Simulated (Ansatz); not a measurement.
The system is Ni.

```
Ni
1.0
    -1.38372    1.38372    1.38372
     1.38372   -1.38372    1.38372
     1.38372    1.38372   -1.38372
Ni
1
Direct
  0.00000 0.00000 0.00000
```

This isn't the form of Ni at room conditions, which is fcc.

Below is the output of Ansatz 0.2.0 for this cell. Logs are shortened: lines on timing, memory, paths and dates and some standing lists are left out, and cuts for length are marked.

```text
Warning: RAYON_NUM_THREADS=2 ignored (pool sized by the plan → 2); use --threads N
scf.n_extra_bands = 6 over 9 filled bands (N_el = 18.0): the run solves 15 bands
Engine: ansatz 0.2.0, x86_64-unknown-linux-gnu
Pseudopotentials: kind: paw
Pseudopotential: Ni, paw, valence charge 18, recommended cutoff 420 eV (normal), Ni.paw.azcp
Functional definition: PBE
  parameter kappa = 0.804
  parameter beta = 0.06672455060314922
  exchange = pbe_x(kappa = kappa, mu = beta*pi^2/3)
  correlation = pbe_c(beta = beta)
Crystal: 1 atoms, lattice volume = 10.597 Å³
Basis set: ecut = 420 eV, 201 PW (Γ), exchange–correlation on 36×36×36 points (8 copies of the dense FFT grid, shifted against one another)
Bands: 15, of which v1, the nominal top of the filled ones, is band 9 counted from 1 (8 counted from 0)
Symmetry: 48 space group operations
Space group: Im-3m (ITA 229), of the structure as read, at distance tolerance 2.2e-5 Å
Magnetic group: BNS 229.140 (UNI 1642), of the structure as read, at distance tolerance 2.2e-5 Å
k-points: 84 of 2197
Non-local potential: Ni, projectors of the file, l = 0: 3, l = 1: 2, l = 2: 3, l = 3: 1
PAW form: soft (Blöchl's): semilocal exchange-correlation on the pseudo side does not see the compensation charge
PAW one-centre angular grid: Ni, 590 points (default); XC on 64 Gauss nodes
Initial density: superposition of atomic densities (chi_scale 0.1, normalization cell)
Starting moments: Σ|m| = 1 μB on 1 of 1 site
Initial wavefunctions: pseudopotential atomic-orbital guess
Functional: x = pbe(κ = 0.804, μ = 0.2195149727645171), c = pbe(β = 0.06672455060314922)
SCF iter   1: F=—  HF=-5838.763797 eV  |F-HF|=—  |Δ(HF+E_count)|=         —  Δρ=6.62e-2 (↑6.62e-2 ↓3.73e-2)  dr2=6.54e-1  dr2_m=3.69e-2  M=0.746 μB ∫|m|=0.782 μB  β_m=0.30  ethr=3.10e-3  ⟨swp⟩=5.7  Hψ=12975  notcnv=0
Mixer restart at iter 1: flushing history
preconditioner: auto → none  [metal: Δε(μ)=0.001 eV  Ē_g=18.899 eV  σ=0.050 eV  W_gap=0.00  n_scr=0 (ndim 8)  ℏωp=36.1 eV  f_vac=0.000  D(μ)=2.70/eV (n_scr^D=54)]
SCF iter   2: F=—  HF=-5838.686842 eV  |F-HF|=—  |Δ(HF+E_count)|=   7.70e-2  Δρ=6.22e-2 (↑2.20e-2 ↓6.22e-2)  dr2=3.03e-1  dr2_m=6.18e-2  M=0.661 μB ∫|m|=0.706 μB  β_m=0.25  ethr=3.10e-3  ⟨swp⟩=2.5  Hψ=4974  notcnv=0  defer=208
SCF iter   3: F=—  HF=-5838.868873 eV  |F-HF|=—  |Δ(HF+E_count)|=   1.82e-1  Δρ=3.45e-2 (↑1.34e-2 ↓3.45e-2)  dr2=3.02e-2  dr2_m=4.73e-2  M=0.660 μB ∫|m|=0.707 μB  β_m=0.09  ethr=1.68e-3  ⟨swp⟩=2.5  Hψ=4018  notcnv=0  defer=206
SCF iter   4: F=—  HF=-5839.011765 eV  |F-HF|=—  |Δ(HF+E_count)|=   1.43e-1  Δρ=2.43e-2 (↑1.55e-2 ↓2.43e-2)  dr2=4.85e-3  dr2_m=3.49e-2  M=0.657 μB ∫|m|=0.705 μB  β_m=0.16  ethr=1.68e-4  ⟨swp⟩=2.7  Hψ=4036  notcnv=0  defer=210
[... 10 lines left out ...]
  greatest PAW one-centre occupation: 1.001 electrons in one spin orbital (limit 2), on the Ni atom at site 0 (counted from 0), in its partial waves of l = 1
at 1 of the mixer's solves, the last at iteration 8, it left a direction of its history that read negative out of its fit and stepped the other way along it
NSCF: frozen V_eff on 86 k-points
SCF converged after 13 iterations
Magnetization: 0.5883 μB (9.2942 up, 8.7058 down)
Absolute magnetization: 0.6490 μB (∫|ρ↑−ρ↓|, with the PAW one-centre terms)
Spin contamination: 0.0057 ħ² per cell (⟨S²⟩ above its minimum at these occupations)
Per-site moments (μB) at R_I (Å): [(0.6164813311132296, 0.9886245176193575)]
Free energy (F): -5839.618175 eV
Harris-Foulkes:  -5839.618175 eV  (|F-HF|=4.82e-11)
Internal energy: -5839.603837 eV  (E = F + TS)
E sigma→0 (E₀):  -5839.611006 eV
Entropy (-TS):   -0.014338 eV (-14.338 meV/atom)
Fermi energy:    18.633526 eV
--- Per-component energies (eV) ---
  E_band       = -273.307522
  E_kinetic    = 282.887015
  E_local      = -3395.016021  (includes V_loc(G=0)·N_el)
  E_nonlocal   = 636.168964
  E_hartree    = 1419.004015
  E_xc         = -85.001726
  E_vxc        = -109.625810  (∫ρ·V_xc dr)
  E_paw        = -1630.038215  (= ΣΔE_a)
  E_vpaw       = -525.730941  (= ΣTr[D̂ρ^β])
  E_aug_tail   = 0.000669  (compensation charges beyond the density's cutoff)
  E_ewald      = -3067.608538
  E_smearing   = -0.014338  (= −TS)
  E_closure    = -0.000000  (closes the sum)
  Σ components = -5839.618175   (vs F -5839.618175, Δ=0.00e0)
--- Forces (eV/Å), atoms counted from 1 ---
  atom   1  Ni     0.00000000     0.00000000     0.00000000
  max |Σ_I F_I| component: 1.07e-31 eV/Å
--- Stress (GPa, compression-positive) ---
        7.823692       0.000000      -0.000000
        0.000000       7.823692       0.000000
       -0.000000      -0.000000       7.823692
  P = ⅓ Tr σ = 7.8237 GPa (78.237 kbar)
--- Band table (eV; the first three rows and the last of 168) ---
  k-point 0 ↑: bands = ["-84.8207", "-45.0653", "-45.0653", "-45.0653", "9.4733", "16.2518", "16.2518", "16.2518", "17.7248", "17.7248", "45.1395", "45.1395", "45.1395", "50.0253", "50.0253"]
  k-point 1 ↑: bands = ["-84.8183", "-45.0797", "-45.0703", "-45.0652", "9.7228", "16.1937", "16.2472", "16.3676", "17.6669", "17.7295", "43.2514", "44.6579", "44.8115", "48.7077", "48.9450"]
  k-point 2 ↑: bands = ["-84.8117", "-45.1193", "-45.0840", "-45.0650", "10.4482", "16.0349", "16.2142", "16.6980", "17.5503", "17.7454", "39.5447", "43.1244", "44.1443", "45.9558", "47.5928"]
  k-point 83 ↓: bands = ["-83.9831", "-44.5047", "-44.5024", "-44.5024", "14.6522", "14.6645", "19.0720", "19.0720", "19.1381", "27.6318", "28.7857", "28.7857", "34.6278", "35.2586", "39.3340"]
```

**Question.** Write the input and the command behind it.

**Answer.** Band structure with PBE, collinear spin, ferromagnetic start. The files as run (others can give the same):

input.yaml
```yaml
crystal:
  lattice:
    - [-1.38371547, 1.38371547, 1.38371547]
    - [1.38371547, -1.38371547, 1.38371547]
    - [1.38371547, 1.38371547, -1.38371547]
  atoms:
    - { symbol: Ni, position: [0.0, 0.0, 0.0], spin: 1.0 }
hamiltonian:
  xc: pbe
  pseudopotentials: { kind: paw }
magnetization:
  spin_polarized: true
kpoints:
  mp_grid: { grid: [13, 13, 13] }
  band_path:
    path:
      - [[0.0, 0.0, 0.0], [0.5, -0.5, 0.5], [0.0, 0.0, 0.5], [0.0, 0.0, 0.0], [0.25, 0.25, 0.25], [0.5, -0.5, 0.5]]
      - [[0.25, 0.25, 0.25], [0.0, 0.0, 0.5]]
    npoints: 14
scf:
  occupations: { method: fermi_dirac, width: 0.05 }
  n_extra_bands: 6
output:
  forces: true
  stress: true
  eigenvalues: true
  fatbands: false
```

Potentials or basis: Ansatz PAW.
Command:
```console
$ ansatz run input.yaml --threads 2 --pin off --max-ram 5632MiB --backend cpu --events-out ev --progress --plain --runs-dir out
```
